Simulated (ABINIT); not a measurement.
A run of ABINIT 10.8.3 (patched build) is set up as follows.

The input run.abi:

```
# Pseudopotentials
pp_dirpath "./"
pseudos "Rh.upf"

# Structure
acell 3*1.0 Angstrom
rprim
     2.7309790422     0.0000000000     0.0000000000
    -1.3654895211     2.3650972278     0.0000000000
     0.0000000000     0.0000000000     4.4284890000
ntypat 1
znucl 45
natom 2
typat 1 1
xred
     0.3333333333     0.6666666667     0.2500000000
     0.6666666667     0.3333333333     0.7500000000

# Plane-wave basis
ecut 44.0

# k points
kptopt 1
ngkpt 11 11 6
nshiftk 1
shiftk 0.0 0.0 0.0

# Exchange and correlation
ixc -116133

# Bands and occupations
nband 21
occopt 3
tsmear 0.05 eV

# SCF cycle
nstep 100
tolvrs 1.0e-10

# Output
iomode 3
prtwf 0
prtden 0
prteig 0
prtebands 0
enunit 2
```

Potentials or basis: PseudoDojo NC SR PBEsol v0.4.1 standard.

Launch:

```bash
$ abinit run.abi > log 2>&1
```

Problem. What does it give for the pressure?

Solution. -13.4 GPa.

Problem. Predict the band gap on the k mesh.

Solution. None (metal or under the smearing width).

Stress tensor (GPa, compression positive):
```
-12.98   0.00   0.00
  0.00 -12.98   0.00
  0.00   0.00 -14.36
```
